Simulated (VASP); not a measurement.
# CaO (Fm-3m) in VASP: notebook, part 2 of 2

VASP 6.6.1. The steps go on from the part before.

**3. Electrostatic potential, PBE**

This run uses another cell than the first one, of 14.15 Å³/atom, 1.037 times its volume.

INCAR reads:

```
PREC = Accurate
ENCUT = 520
EDIFF = 1E-7
ISMEAR = 0
SIGMA = 0.02
LREAL = F
LASPH = T
NELM = 100
ALGO = Normal
ISIF = 2
LWAVE = F
LCHARG = T
GGA = PE
LVHAR = T
KPAR = 4
```

KPOINTS reads:

```
regular mesh
0
Gamma
  10 10 10
```

POSCAR reads:

```
CaO                                     
1.0
    0.0000000000      2.4189568295      2.4189568295
    2.4189568295      0.0000000000      2.4189568295
    2.4189568295      2.4189568295     -0.0000000000
  Ca              O             
     1     1
Direct
     0.0000000000000000    0.0000000000000000    0.0000000000000000
     0.5000000000000000    0.5000000000000000    0.5000000000000000
```

Potentials or basis: VASP PAW PBE potentials, release 64 (Ca_sv, O).

Launch:

```console
cat potpaw_PBE.64/Ca_sv/POTCAR potpaw_PBE.64/O/POTCAR > POTCAR
mpirun -np 4 vasp_std > vasp.out
```

OUTCAR:

```text
PREC = Accurate
   ENCUT = 520
   EDIFF = 1E-7
   ISMEAR = 0
   LREAL = F
   LASPH = T
   NELM = 100
   ISIF = 2
   GGA = PE

 ion  position               nearest neighbor table
   1  0.000  0.000  0.000-   2 2.42   2 2.42   2 2.42   2 2.42   2 2.42   2 2.42
   2  0.500  0.500  0.500-   1 2.42   1 2.42   1 2.42   1 2.42   1 2.42   1 2.42

  LATTYP: Found a face centered cubic cell.
 ALAT       =     4.8379136590

  Lattice vectors:

 A1 = (   0.0000000000,   2.4189568295,   2.4189568295)
 A2 = (   2.4189568295,   0.0000000000,   2.4189568295)
 A3 = (   2.4189568295,   2.4189568295,   0.0000000000)

Analysis of symmetry for initial positions (statically):
=====================================================================
 Subroutine PRICEL returns:
 Original cell was already a primitive cell.

 Routine SETGRP: Setting up the symmetry group for a
 face centered cubic supercell.

 Subroutine GETGRP returns: Found 48 space group operations
 (whereof 48 operations were pure point group operations)
 out of a pool of 48 trial point group operations.

The static configuration has the point symmetry O_h .

Analysis of symmetry for dynamics (positions and initial velocities):
=====================================================================
 Subroutine PRICEL returns:
 Original cell was already a primitive cell.

 Routine SETGRP: Setting up the symmetry group for a
 face centered cubic supercell.

 Subroutine GETGRP returns: Found 48 space group operations
 (whereof 48 operations were pure point group operations)
 out of a pool of 48 trial point group operations.

The dynamic configuration has the point symmetry O_h .

 Subroutine INISYM returns: Found 48 space group operations
 (whereof 48 operations are pure point group operations),
 and found     1 'primitive' translations

----------------------------------------------------------------------------------------

                                     Primitive cell
[... 120 lines left out ...]
   LEPSILON=     F    determine dielectric tensor
   LRPA    =     F    only Hartree local field effects (RPA)
 non-spin polarized calculation
 Gauss-broadening in eV      SIGMA  =   0.02
  energy-cutoff  :      520.00
  volume of cell :       28.31
 maximum number of plane-waves:       779
 NGX is ok and might be reduce to    28
   NGX = 13   NGY = 13   NGZ = 13

 number of electron      16.0000000 magnetization

 Free energy of the ion-electron system (eV)
  ---------------------------------------------------
  ext. energy  EPLUGINS =         0.00000000
  ---------------------------------------------------
  free energy    TOTEN  =       -12.80572315 eV

  energy without entropy =      -12.80572315  energy(sigma->0) =      -12.80572315

 E-fermi :   2.4474     XC(G=0): -10.3804

 val. band max:        2.2392571068   @ k =   0.0000   0.0000   0.0000
 cond. band min:       5.8800375693   @ k =   0.5000   0.5000   0.0000
 fundamental gap:      3.6407804625
 Fermi energy:         2.4473598497

 k-point     1 :       0.0000    0.0000    0.0000
  band No.  band energies     occupation
      1     -35.4777      2.00000
      2     -16.2553      2.00000
      3     -16.2553      2.00000
      4     -16.2553      2.00000
      5     -13.2551      2.00000
      6       2.2393      2.00000
      7       2.2393      2.00000
      8       2.2393      2.00000
      9       6.7954      0.00000
     10       8.4165      0.00000
     11       8.4165      0.00000
     12       8.4165      0.00000
[... 331 lines left out ...]
 k-point    24 :       0.4000    0.3000    0.0000
  band No.  band energies     occupation
      1     -35.3789      2.00000
      2     -16.8512      2.00000
      3     -16.4415      2.00000
      4     -16.4165      2.00000
      5     -12.7642      2.00000
      6       0.5790      2.00000
      7       1.6905      2.00000
      8       1.7892      2.00000
      9       6.5352      0.00000
     10       9.7350      0.00000
     11      10.9044      0.00000
     12      10.9804      0.00000

 [... further k-points ...]

------------------------ aborting loop because EDIFF is reached ----------------------------------------

  FORCE on cell =-STRESS in cart. coord.  units (eV):
  Direction    XX          YY          ZZ          XY          YZ          ZX
  --------------------------------------------------------------------------------------
  -------------------------------------------------------------------------------------
  Total        0.0156021      0.0156021      0.0156021      0.0000000     -0.0000000      0.0000000
  in kB        0.8830364      0.8830364      0.8830364      0.0000000     -0.0000000      0.0000000
  external PRESSURE =       0.8830364 kB  Pullay stress =       0.0000000 kB

 VOLUME and BASIS-vectors are now :
 -----------------------------------------------------------------------------
  energy-cutoff  :      520.00
  volume of cell :       28.31
      direct lattice vectors                 reciprocal lattice vectors
     0.000000000  2.418956829  2.418956829    -0.206700671  0.206700671  0.206700671
     2.418956829  0.000000000  2.418956829     0.206700671 -0.206700671  0.206700671
     2.418956829  2.418956829  0.000000000     0.206700671  0.206700671 -0.206700671

 POSITION                                       TOTAL-FORCE (eV/Angst)
 -----------------------------------------------------------------------------------
      0.00000      0.00000      0.00000        -0.000000     -0.000000     -0.000000
      2.41896      2.41896      2.41896         0.000000      0.000000      0.000000
 -----------------------------------------------------------------------------------
    total drift:                                0.000000      0.000000      0.000000

  FREE ENERGIE OF THE ION-ELECTRON SYSTEM (eV)
  ---------------------------------------------------
  free  energy   TOTEN  =       -12.8057231490 eV

  energy  without entropy=      -12.8057231490  energy(sigma->0) =      -12.80572315
```

OSZICAR:

```text
N       E                     dE             d eps       ncg     rms          rms(c)
DAV:   1     0.127009945843E+03    0.12701E+03   -0.86050E+03  1128   0.135E+03
DAV:   2    -0.739680207762E+01   -0.13441E+03   -0.12757E+03  1280   0.333E+02
DAV:   3    -0.142620977287E+02   -0.68653E+01   -0.68069E+01  1444   0.758E+01
DAV:   4    -0.145106136600E+02   -0.24852E+00   -0.24822E+00  1592   0.131E+01
DAV:   5    -0.145160730302E+02   -0.54594E-02   -0.54590E-02  1412   0.183E+00    0.857E+00
DAV:   6    -0.128512454620E+02    0.16648E+01   -0.88269E+00  1296   0.275E+01    0.369E+00
DAV:   7    -0.128062332647E+02    0.45012E-01   -0.73352E-01  1532   0.838E+00    0.175E+00
DAV:   8    -0.128072750167E+02   -0.10418E-02   -0.82617E-02  1216   0.326E+00    0.434E-01
DAV:   9    -0.128052381845E+02    0.20368E-02   -0.25474E-02  1420   0.129E+00    0.139E-01
DAV:  10    -0.128056894365E+02   -0.45125E-03   -0.22908E-03  1208   0.481E-01    0.266E-02
DAV:  11    -0.128057379728E+02   -0.48536E-04   -0.37950E-04  1608   0.160E-01    0.301E-02
DAV:  12    -0.128057233031E+02    0.14670E-04   -0.60049E-05  1296   0.835E-02    0.476E-03
DAV:  13    -0.128057232009E+02    0.10227E-06   -0.41888E-06  1528   0.201E-02    0.874E-04
DAV:  14    -0.128057230577E+02    0.14316E-06   -0.19561E-07  1280   0.500E-03    0.399E-04
DAV:  15    -0.128057231490E+02   -0.91311E-07   -0.37965E-08   704   0.251E-03
   1 F= -.12805723E+02 E0= -.12805723E+02  d E =-.323379E-51
```

Run time: 12 s. Hardware: 4 MPI ranks of Intel Xeon Platinum 8259CL at 2.50GHz (Skylake/Cascade Lake), shared host; peak memory 0.16 GiB.

What came out:

```yaml
Free_energy: -12.8057 eV
Pressure: 0.1 GPa
Band_gap_on_the_k_mesh: 3.64 eV, indirect (least direct gap 4.02 eV)
```

Levels at points of the mesh, in eV from the valence-band top:
```
           k point  band 6  band 7  band 8  band 9  band 10  band 11
(0.00, 0.00, 0.00)    0.00    0.00    0.00    4.56     6.18     6.18
(0.50, 0.00, 0.00)   -2.59   -1.16   -1.16    6.96     8.25     8.25
(0.50, 0.50, 0.00)   -1.31   -0.38   -0.38    3.64     7.90     8.78
```

A k mesh can miss the band edges. Expect the measured gap to be larger: semilocal functionals such as PBE lack the derivative discontinuity.

**4. Electrostatic potential, PBE, non-collinear spin, zero start, spin-orbit coupling**

This run uses another cell than the first one, of 14.15 Å³/atom, 1.037 times its volume.

Edit INCAR of step 3 so:

```diff
@@ -12,2 +12,6 @@
 LCHARG = T
+MAGMOM = 0 0 0 0 0 0
+LORBIT = 11
+LSORBIT = T
+GGA_COMPAT = F
 GGA = PE
```

KPOINTS is that of step 3.

POSCAR is that of step 3.

Launch:

```console
cat potpaw_PBE.64/Ca_sv/POTCAR potpaw_PBE.64/O/POTCAR > POTCAR
mpirun -np 4 vasp_ncl > vasp.out
```

Wall time 57 s (4 MPI ranks of Intel Xeon Platinum 8259CL at 2.50GHz (Skylake/Cascade Lake), shared host); peak memory 0.27 GiB.

It converged, with:

| Quantity | Value |
| --- | --- |
| Free energy | -12.8087 eV |
| Pressure | 0.1 GPa |
| Net moment | 0.00 μB per cell |
| Valence electrons inside the program's atomic spheres | Ca 8.21; O 4.99 |

Moments on the atoms (μB; x, y, z):
```
Ca  0.00 0.00 0.00
O   0.00 0.00 0.00
```

**5. Electrostatic potential, HSE06**

This run uses another cell than the first one, of 14.15 Å³/atom, 1.037 times its volume.

POSCAR is that of step 4.

INCAR.step1 reads:

```
PREC = Accurate
ENCUT = 520
EDIFF = 1E-5
ISMEAR = 0
SIGMA = 0.02
LREAL = F
LASPH = T
NELM = 100
ALGO = Normal
ISIF = 2
LWAVE = T
GGA = PE
KPAR = 4
```

INCAR.step2 reads:

```
PREC = Accurate
ENCUT = 520
EDIFF = 1E-7
ISMEAR = 0
SIGMA = 0.02
LREAL = F
LASPH = T
NELM = 100
ALGO = Normal
ISIF = 2
LWAVE = F
LCHARG = T
GGA = PE
LHFCALC = T
HFSCREEN = 0.2
PRECFOCK = Fast
LVHAR = T
ISTART = 1
KPAR = 4
```

KPOINTS reads:

```
regular mesh
0
Gamma
  8 8 8
```

Launch:

```console
cat potpaw_PBE.64/Ca_sv/POTCAR potpaw_PBE.64/O/POTCAR > POTCAR
cp INCAR.step1 INCAR
mpirun -np 4 vasp_std > vasp.out
cp INCAR.step2 INCAR
mpirun -np 4 vasp_std > vasp.out
```

It took 13 min on 4 MPI ranks of Intel Xeon Platinum 8259CL at 2.50GHz (Skylake/Cascade Lake), shared host; peak memory 0.27 GiB.

The run converged. Its results:

```
Free energy            : -14.8967 eV
Pressure               : -2.0 GPa
Band gap on the k mesh : 5.32 eV, indirect (least direct gap 5.75 eV)
```

Levels at points of the mesh, in eV from the valence-band top:
```
           k point  band 4  band 5  band 6  band 7  band 8  band 9  band 10  band 11  band 12
(0.00, 0.00, 0.00)  -19.58  -17.00    0.00    0.00    0.00    6.07     8.16     8.16     8.16
(0.50, 0.00, 0.00)  -19.63  -15.69   -2.77   -1.22   -1.22    8.96     9.92    10.50    10.50
(0.50, 0.50, 0.00)  -19.81  -16.74   -1.45   -0.43   -0.43    5.32    10.01    11.04    11.82
```

Caveat: the PAW data sets were made with another functional, which shifts forces and pressure a little. A k mesh can miss the band edges.

**6. Electrostatic potential, r2SCAN**

This run uses another cell than the first one, of 14.15 Å³/atom, 1.037 times its volume.

Edit INCAR of step 4 so:

```diff
@@ -12,7 +12,4 @@
 LCHARG = T
-MAGMOM = 0 0 0 0 0 0
-LORBIT = 11
-LSORBIT = T
-GGA_COMPAT = F
-GGA = PE
+METAGGA = R2SCAN
+LMIXTAU = T
 LVHAR = T
```

KPOINTS reads:

```
regular mesh
0
Gamma
  10 10 10
```

POSCAR is that of step 5.

Potentials or basis: VASP PAW PBE potentials, release 64 (Ca_sv, O).

Launch:

```console
cat potpaw_PBE.64/Ca_sv/POTCAR potpaw_PBE.64/O/POTCAR > POTCAR
mpirun -np 4 vasp_std > vasp.out
```

It took 46 s on 4 MPI ranks of Intel Xeon Platinum 8259CL at 2.50GHz (Skylake/Cascade Lake), shared host; peak memory 0.16 GiB.

The run converged. Its results:

| Quantity | Value |
| --- | --- |
| Free energy | -19.4516 eV |
| Pressure | -2.0 GPa |
| Band gap on the k mesh | 4.19 eV, indirect (least direct gap 4.57 eV) |

Levels at points of the mesh, in eV from the valence-band top:
```
           k point  band 4  band 5  band 6  band 7  band 8  band 9  band 10  band 11  band 12
(0.00, 0.00, 0.00)  -19.05  -16.44    0.00    0.00    0.00    5.26     6.80     6.80     6.80
(0.50, 0.00, 0.00)  -19.09  -15.24   -2.56   -1.16   -1.16    7.60     8.94     8.94     9.06
(0.50, 0.50, 0.00)  -19.26  -16.21   -1.30   -0.38   -0.38    4.19     8.62     9.52    10.10
```

Caveat: the PAW data sets were made with another functional, which shifts forces and pressure a little. A k mesh can miss the band edges.

**7. The runs side by side**

| task | level | spin | cell | k mesh | cutoff (eV) | grid for exact exchange (PRECFOCK) | screening parameter | gap on the mesh (eV) | pressure (GPa) |
| --- | --- | --- | --- | --- | --- | --- | --- | --- | --- |
| relaxation of cell and atoms | PBE | off | relaxed | 10 × 10 × 10 | 600 | - | - | 3.64 | 0.0 |
| electrostatic potential | PBE | off | Fm-3m, 14.15 Å³/atom | 10 × 10 × 10 | 520 | - | - | 3.64 | 0.1 |
| electrostatic potential | PBE | non-collinear, zero start, SOC | Fm-3m, 14.15 Å³/atom | 10 × 10 × 10 | 520 | - | - | - | 0.1 |
| electrostatic potential | HSE06 | off | Fm-3m, 14.15 Å³/atom | 8 × 8 × 8 | 520 | Fast | 0.2 1/A | 5.32 | -2.0 |
| electrostatic potential | r2SCAN | off | Fm-3m, 14.15 Å³/atom | 10 × 10 × 10 | 520 | - | - | 4.19 | -2.0 |

Alike in all rows: potentials or basis VASP PAW PBE potentials, release 64 (Ca_sv, O); smearing gaussian 0.02 eV.

On the cell as given the gap runs from 3.64 eV (PBE) to 5.32 eV (HSE06); the meshes differ, which moves gaps too. The pressure there spans -2.0 GPa (HSE06) to 0.1 GPa (PBE); a positive pressure means that this level wants a larger cell, a negative one a smaller.

Caveats: the PAW data sets were made with another functional, which shifts forces and pressure a little (some runs).

Total energies depend on the potentials used, so only differences within one code and one set of settings carry meaning.
